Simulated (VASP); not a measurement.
# CaS (I4/mmm) in VASP: further runs

The runs below take CaS through single point, with LDA.

All numbers are computed with VASP 6.6.1; they aren't measurements. Logs are shortened: lines on timing, memory, paths and dates and some standing lists are left out, and cuts for length are marked.

## 1. The structure

It takes space group I4/mmm (No. 139, tetragonal). The conventional cell has a = 3.899 Å, b = 3.899 Å, c = 5.580 Å, α = 90.00°, β = 90.00°, γ = 90.00°. Ca (site symmetry 4/mmm) is surrounded by 6 S at 2.76 to 2.79 Å. S (site symmetry 4/mmm) is surrounded by 6 Ca at 2.76 to 2.79 Å.

The cell comes from a database or a generator and needn't be the stable form of this composition.

## 2. Single point, LDA

INCAR

```
SYSTEM = CaS
ALGO     = Normal         ! electronic algorithm
EDIFF    = 1E-6           ! SCF threshold, eV
ENCUT    = 520            ! plane-wave cutoff, eV
GGA      = CA             ! functional
ISIF     = 2              ! what is computed and relaxed
ISMEAR   = 0              ! smearing method
LASPH    = .True.         ! aspherical terms in the spheres
LCHARG   = .False.        ! write CHGCAR
LREAL    = .False.        ! projectors in reciprocal space
LWAVE    = .False.        ! write WAVECAR
NBANDS   = 24             ! bands
NELM     = 100            ! most SCF steps
PREC     = Accurate       ! precision mode
SIGMA    = 0.02           ! smearing width, eV
```

KPOINTS

```
k-points
0
Gamma
  8 8 6
  0 0 0
```

POSCAR

```
CaS
1.0
    3.8990893795      0.0000000000      0.0000000000
    0.0000000000      3.8990893795      0.0000000000
    0.0000000000      0.0000000000      5.5802650954
Ca S
2 2
Direct
    0.0000000000      0.0000000000      0.0000000000
    0.5000000000      0.5000000000      0.5000000000
    0.5000000000      0.5000000000      0.0000000000
    0.0000000000      0.0000000000      0.5000000000
```

Potentials or basis: VASP PAW LDA potentials, release 64 (Ca_sv, S).

Started as:

```console
> cat potpaw_LDA.64/Ca_sv/POTCAR potpaw_LDA.64/S/POTCAR > POTCAR
> mpirun -np 1 vasp_std > vasp.out
```

OUTCAR:

```text
SYSTEM = CaS
   EDIFF = 1E-6
   ENCUT = 520
   GGA = CA
   ISIF = 2
   ISMEAR = 0
   LASPH = .True.
   LREAL = .False.
   NELM = 100
   PREC = Accurate

 ion  position               nearest neighbor table
   1  0.000  0.000  0.000-   3 2.76   3 2.76   3 2.76   3 2.76   4 2.79   4 2.79
   2  0.500  0.500  0.500-   4 2.76   4 2.76   4 2.76   4 2.76   3 2.79   3 2.79
   3  0.500  0.500  0.000-   1 2.76   1 2.76   1 2.76   1 2.76   2 2.79   2 2.79
   4  0.000  0.000  0.500-   2 2.76   2 2.76   2 2.76   2 2.76   1 2.79   1 2.79

  LATTYP: Found a simple tetragonal cell.
 ALAT       =     3.8990893795
 C/A-ratio  =     1.4311713716

  Lattice vectors:

 A1 = (   3.8990893795,   0.0000000000,   0.0000000000)
 A2 = (   0.0000000000,   3.8990893795,   0.0000000000)
 A3 = (   0.0000000000,   0.0000000000,   5.5802650954)

Analysis of symmetry for initial positions (statically):
=====================================================================
 Subroutine PRICEL returns following result:

  LATTYP: Found a body centered tetragonal cell.
 ALAT       =     3.8990893795
 C/A-ratio  =     1.4311713716

  Lattice vectors:

 A1 = (   1.9495446897,  -1.9495446897,  -2.7901325477)
 A2 = (  -1.9495446897,   1.9495446897,  -2.7901325477)
 A3 = (   1.9495446897,   1.9495446897,   2.7901325477)

   2 primitive cells build up your supercell.

 Routine SETGRP: Setting up the symmetry group for a
 simple tetragonal supercell.

 Subroutine GETGRP returns: Found 16 space group operations
 (whereof 16 operations were pure point group operations)
 out of a pool of 16 trial point group operations.

The static configuration has the point symmetry D_4h.

Analysis of symmetry for dynamics (positions and initial velocities):
=====================================================================
 Subroutine PRICEL returns following result:

  LATTYP: Found a body centered tetragonal cell.
 ALAT       =     3.8990893795
 C/A-ratio  =     1.4311713716

  Lattice vectors:

 A1 = (   1.9495446897,  -1.9495446897,  -2.7901325477)
 A2 = (  -1.9495446897,   1.9495446897,  -2.7901325477)
 A3 = (   1.9495446897,   1.9495446897,   2.7901325477)

   2 primitive cells build up your supercell.

 Routine SETGRP: Setting up the symmetry group for a
 simple tetragonal supercell.
[... 101 lines left out ...]
   LSORBIT =      F    spin-orbit coupling
   LASPH  =      T    aspherical Exc in radial PAW
   ENCUT  =  520.0 eV  38.22 Ry    6.18 a.u.   7.25  7.25 10.38*2*pi/ulx,y,z
   NELM   =    100;   NELMIN=  2; NELMDL= -5     # of ELM steps
   EDIFF  = 0.1E-05   stopping-criterion for ELM
   LREAL  =      F    real-space projection
   EDIFFG = 0.1E-04   stopping-criterion for IOM
   NSW    =      0    number of steps for IOM
   IBRION =     -1    ionic relax: 0-MD 1-quasi-New 2-CG
   NFREE  =      0    steps in history (QN), initial steepest desc. (CG)
   ISIF   =      2    stress and relaxation
   ISYM   =      2    0-nonsym 1-usesym 2-fastsym
   POTIM  = 0.5000    time-step for ionic-motion
   TEBEG  =    0.0;   TEEND  =   0.0 temperature during run
   PSTRESS=    0.0 pullay stress
   NELECT =      32.0000    total number of electrons
   NUPDOWN=      -1.0000    fix difference up-down
   EMIN   =  10.00;   EMAX   =-10.00  energy-range for DOS
   EFERMI =   0.00;   METHOD = LEGACY
   ISMEAR =     0;   SIGMA  =   0.02  broadening in eV -4-tet -1-fermi 0-gaus
   EFERMI_NEDOS =   21; number of points for ismear=-14 and -15
   IALGO  =     38    algorithm
   IMIX   =      4    mixing-type and parameters
     AMIX     =   0.40;   BMIX     =  1.00
     AMIX_MAG =   1.60;   BMIX_MAG =  1.00
  volume/ion in A,a.u.               =      21.21       143.13
  Fermi-wavevector in a.u.,A,eV,Ry     =   1.182854  2.235270 19.036499  1.399143
  Thomas-Fermi vector in A             =   2.319100
   LORBIT       =      0    0 simple, 1 ext, 2 COOP (PROOUT), +10 PAW based schemes
   GGA     = CA    functional components
   LHFCALC =     F    Hartree Fock is set to
   AEXX    =    0.0000 exact exchange contribution
   IVDW    =     0    specifies the selected vdW correction
   LEPSILON=     F    determine dielectric tensor
   LRPA    =     F    only Hartree local field effects (RPA)
 non-spin polarized calculation
 Gauss-broadening in eV      SIGMA  =   0.02
  energy-cutoff  :      520.00
  volume of cell :       84.84
 maximum number of plane-waves:      2316
 NGX is ok and might be reduce to    30
   NGX = 15   NGY = 15   NGZ = 21

 number of electron      32.0000006 magnetization

 Free energy of the ion-electron system (eV)
  ---------------------------------------------------
  ext. energy  EPLUGINS =         0.00000000
  ---------------------------------------------------
  free energy    TOTEN  =       -22.85679808 eV

  energy without entropy =      -22.85679808  energy(sigma->0) =      -22.85679808

 E-fermi :   3.3656     XC(G=0): -10.0645

 val. band max:        3.2080154786   @ k =   0.0000   0.0000   0.0000
 cond. band min:       5.1178808344   @ k =   0.5000   0.5000   0.0000
 fundamental gap:      1.9098653558
 Fermi energy:         3.3655570128

 k-point     1 :       0.0000    0.0000    0.0000
  band No.  band energies     occupation
      1     -35.2659      2.00000
      2     -35.2411      2.00000
      3     -16.7402      2.00000
      4     -16.6252      2.00000
      5     -16.6252      2.00000
      6     -16.5546      2.00000
[... 637 lines left out ...]
     23       9.7056      0.00000
     24       9.7056      0.00000

 [... further k-points ...]

------------------------ aborting loop because EDIFF is reached ----------------------------------------

  FORCE on cell =-STRESS in cart. coord.  units (eV):
  Direction    XX          YY          ZZ          XY          YZ          ZX
  --------------------------------------------------------------------------------------
  -------------------------------------------------------------------------------------
  Total        1.0184608      1.0184608      0.1255584      0.0000000     -0.0000000      0.0000000
  in kB       19.2341801     19.2341801      2.3712383      0.0000000     -0.0000000      0.0000000
  external PRESSURE =      13.6131995 kB  Pullay stress =       0.0000000 kB

 VOLUME and BASIS-vectors are now :
 -----------------------------------------------------------------------------
  energy-cutoff  :      520.00
  volume of cell :       84.84
      direct lattice vectors                 reciprocal lattice vectors
     3.899089379  0.000000000  0.000000000     0.256470140  0.000000000  0.000000000
     0.000000000  3.899089379  0.000000000     0.000000000  0.256470140  0.000000000
     0.000000000  0.000000000  5.580265095     0.000000000  0.000000000  0.179202956

 POSITION                                       TOTAL-FORCE (eV/Angst)
 -----------------------------------------------------------------------------------
      0.00000      0.00000      0.00000        -0.000000     -0.000000      0.000000
      1.94954      1.94954      2.79013         0.000000      0.000000     -0.000000
      1.94954      1.94954      0.00000        -0.000000      0.000000      0.000000
      0.00000      0.00000      2.79013        -0.000000     -0.000000      0.000000
 -----------------------------------------------------------------------------------
    total drift:                                0.000000      0.000000      0.000000

  FREE ENERGIE OF THE ION-ELECTRON SYSTEM (eV)
  ---------------------------------------------------
  free  energy   TOTEN  =       -22.8567980795 eV

  energy  without entropy=      -22.8567980795  energy(sigma->0) =      -22.85679808
```

OSZICAR:

```text
N       E                     dE             d eps       ncg     rms          rms(c)
DAV:   1     0.272729168614E+03    0.27273E+03   -0.15295E+04  2880   0.127E+03
DAV:   2    -0.486317545841E+01   -0.27759E+03   -0.26594E+03  3296   0.341E+02
DAV:   3    -0.226084143291E+02   -0.17745E+02   -0.17596E+02  4744   0.769E+01
DAV:   4    -0.234258060351E+02   -0.81739E+00   -0.81548E+00  4424   0.137E+01
DAV:   5    -0.234431241469E+02   -0.17318E-01   -0.17316E-01  4120   0.174E+00    0.747E+00
DAV:   6    -0.229281232542E+02    0.51500E+00   -0.10860E+00  3632   0.392E+00    0.506E+00
DAV:   7    -0.228628247650E+02    0.65298E-01   -0.26083E-01  4168   0.250E+00    0.220E+00
DAV:   8    -0.228572033368E+02    0.56214E-02   -0.37526E-02  4176   0.127E+00    0.256E-01
DAV:   9    -0.228567107015E+02    0.49264E-03   -0.27490E-03  3744   0.349E-01    0.916E-02
DAV:  10    -0.228568001165E+02   -0.89415E-04   -0.46403E-04  5408   0.124E-01    0.262E-02
DAV:  11    -0.228568006529E+02   -0.53635E-06   -0.85027E-05  3784   0.779E-02    0.146E-02
DAV:  12    -0.228567980569E+02    0.25960E-05   -0.11744E-05  4152   0.227E-02    0.589E-03
DAV:  13    -0.228567980795E+02   -0.22610E-07   -0.34055E-07  2688   0.467E-03
   1 F= -.22856798E+02 E0= -.22856798E+02  d E =-.663595E-31
```

stdout:

```text
POSCAR found type information on POSCAR CaS
 POSCAR found :  2 types and       4 ions
 scaLAPACK will be used
 LDA part: xc-table for (Slater(with rela. corr.)+CA(PZ))
 , standard interpolation
 POSCAR, INCAR and KPOINTS ok, starting setup
 FFT: planning ... GRIDC
 FFT: planning ... GRID_SOFT
 FFT: planning ... GRID
 WAVECAR not read
 entering main loop
```

Run time: 59 s. Hardware: 1 thread of Intel Xeon 6975P-C (Granite Rapids), shared host; peak memory 0.23 GiB.

What came out:

```yaml
Free_energy: -22.8568 eV
Pressure: 1.4 GPa
Band_gap_on_the_k_mesh: 1.91 eV
```

Stress tensor (GPa, compression positive):
```
1.92 0.00 0.00
0.00 1.92 0.00
0.00 0.00 0.24
```

[end of part 1 of 2]
